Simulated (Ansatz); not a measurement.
HgSe:

```
CELL_PARAMETERS angstrom
0.00000 3.03900 3.03900
3.03900 0.00000 3.03900
3.03900 3.03900 0.00000
ATOMIC_POSITIONS crystal
Hg 0.00000 0.00000 0.00000
Se 0.75000 0.75000 0.75000
```

```yaml
Program: Ansatz 0.2.0
Task: relaxation of cell and atoms
Functional: RPBE
Dispersion: D4
Potentials_or_basis: Ansatz PAW
Cutoff: "420 eV (not typed: the program's choice for these potentials)"
k_mesh: 8 × 8 × 8
Occupations: fermi-dirac, width 0.05 eV
Spin: no spin polarisation
```

At the start: volume 28.07 Å³/atom.

**Question.** Where does the relaxation end?

**Answer.** It ends after 6 steps and the volume is 29.41 Å³/atom (+4.8 %); space group F-43m (No. 216, to 0.05 Å).

The path:
```
step  energy change (eV)  largest force (eV/Å)  volume (Å³)
   1              0.0000                0.0000        56.13
   2             -0.0179                0.0000        59.52
   3             -0.0191                0.0000        58.90
   4             -0.0196                0.0000        58.90
   5             -0.0196                0.0000        58.83
   6             -0.0196                0.0000        58.83
```

Final structure:
```
Hg Se
1.0
     0.00000    3.08684    3.08684
     3.08684    0.00000    3.08684
     3.08684    3.08684    0.00000
Hg Se
1 1
Direct
  0.00000 0.00000 0.00000
  0.75000 0.75000 0.75000
```

Caveat: the plane-wave basis is chosen anew once the cell has moved, so the energies of steps on either side of that aren't comparable; the PAW data sets come from PBE, with cores solved anew for the run's functional, which leaves a small shift of forces and pressure.
